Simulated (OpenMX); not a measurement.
## Ni under changes of volume

One of the cells (10.809 Å³/atom); the others are scaled copies at fixed shape and fractional positions:

```xyz
1
Lattice="-1.3929 1.3929 1.3929 1.3929 -1.3929 1.3929 1.3929 1.3929 -1.3929" Properties=species:S:1:pos:R:3 pbc="T T T"
Ni    0.0000    0.0000    0.0000
```

This isn't the form of Ni at room conditions, which is fcc.

* Program: OpenMX 3.8.5
* Functional: PBE
* Potentials or basis: OpenMX 2013 PBE set, Ni6.0H-s3p2d2, fixed grid of 27 × 27 × 27 points
* k mesh: 13 × 13 × 13
* Occupations: fermi-dirac, width 0.05 eV
* Spin: collinear spin, ferromagnetic start
* Starting moments: [1.0] μB

```csv
volume (Å³/atom),energy over the lowest point (meV/atom),moment (μB per cell)
9.962,137.14,0.49
10.174,95.39,0.54
10.385,62.29,0.56
10.809,?,?
11.021,6.41,0.59
11.233,0.00,0.59
```

Problem. What does the run at 10.809 Å³/atom give?

Solution. Energy over the lowest point 18.36 meV/atom; moment 0.58 μB per cell.

Worked out: A Birch-Murnaghan fit of order 3 (a polynomial in V^(-2/3)) to the other rows has its minimum at 11.39 Å³/atom, just outside them, with B0 = V·E''(V) = 194 GPa and B' = 4.5. It gives 18.49 meV/atom at 10.809 Å³/atom, against the run's 18.36. A parabola through the other rows of the moment, of slope 0.0296 μB per Å³/atom there, gives 0.59 μB, against the run's 0.58.

Energies are extrapolated to zero smearing.

Caveats: the basis of atomic orbitals isn't converged, which shifts pressures, moduli and gaps.
